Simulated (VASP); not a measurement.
Input of a VASP 6.6.1 run:

INCAR

```
SYSTEM = SnTe
  ALGO = Normal
  EDIFF = 1E-7
  ENCUT = 520
  GGA = PS
  ISIF = 2
  ISMEAR = -1
  LASPH = .TRUE.
  LCHARG = .FALSE.
  LREAL = .FALSE.
  LWAVE = .FALSE.
  NBANDS = 17
  NELM = 60
  PREC = Accurate
  SIGMA = 0.05
```

File KPOINTS:

```
k-points
0
G
  7 7 7
  0 0 0
```

Contents of POSCAR:

```
SnTe
1.0
    0.0000000000      3.1508500000      3.1508500000
    3.1508500000      0.0000000000      3.1508500000
    3.1508500000      3.1508500000      0.0000000000
Te Sn
1 1
Direct
    0.5104120000      0.4941380000      0.5059000000
    0.0035920000     -0.0098350000     -0.0035280000
```

Potentials or basis: VASP PAW PBE potentials, release 64 (Te, Sn_d).

Launch:

```bash
$ cat potpaw_PBE.64/Te/POTCAR potpaw_PBE.64/Sn_d/POTCAR > POTCAR
$ mpirun -np 1 vasp_std > vasp.out
```

What does it give for the largest force?

0.013 eV/Å.

Predict the band gap on the k mesh.

0.66 eV, direct.

Estimate the pressure.

-0.3 GPa.

Forces on the atoms (eV/Å):
```
Te  -0.007 -0.009 -0.006
Sn   0.007  0.009  0.006
```

Caveat: the PAW data sets were made with another functional, which shifts forces and pressure a little; spin-orbit coupling is left out, which moves the levels of the heavy elements; an odd mesh through Γ misses points on the zone boundary, where band edges often lie.
